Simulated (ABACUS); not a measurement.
## Cr under changes of volume

One of the cells (14.066 Å³/atom); the others are scaled copies at fixed shape and fractional positions:

```
Cr
1.0
     2.71400    0.00000    0.00000
    -1.35700    2.35039    0.00000
     0.00000    0.00000    4.41000
Cr
2
Direct
  0.66667 0.33333 0.75000
  0.33333 0.66667 0.25000
```

This isn't the form of Cr at room conditions, which is bcc.

- Program: ABACUS 3.10.1
- Functional: PBE
- Potentials or basis: PseudoDojo NC SR 0.4.1 PBE standard
- Cutoff: 1361 eV
- Density cutoff: 5442 eV
- Basis: TZDP LCAO (the cutoffs set its grid)
- k mesh: 11 × 11 × 6
- Occupations: fermi-dirac, width 0.05 eV
- Spin: collinear spin, ferromagnetic start
- Starting moments: [3.0, 3.0] μB

```tsv
volume (Å³/atom)	energy over the lowest point (meV/atom)	pressure (GPa)	moment (μB per cell)
13.222	0.00	-17.3	1.64
13.503	32.88	-19.9	1.80
13.784	69.70	-21.7	2.09
14.066	108.51	-22.8	2.43
14.347	148.99	-23.9	2.70
14.628	191.51	-25.0	2.90
14.910	?	?	?
```

Task: What does the run at 14.910 Å³/atom give?

Result: Energy over the lowest point 236.09 meV/atom; pressure -26.0 GPa; moment 3.05 μB per cell.

Worked out: A Birch-Murnaghan fit of order 3 (a polynomial in V^(-2/3)) to the other rows has no minimum within the range. It gives 234.89 meV/atom at 14.910 Å³/atom, against the run's 236.09, and -dE/dV = -24.9 GPa, against -26.0. A parabola through the other rows of the moment, of slope 1 μB per Å³/atom there, extrapolates to 3.21 μB, against the run's 3.05.

Energies are extrapolated to zero smearing.

Caveats: the atomic orbitals were generated for these runs and aren't a published set; the basis of atomic orbitals isn't converged, which shifts pressures, moduli and gaps.
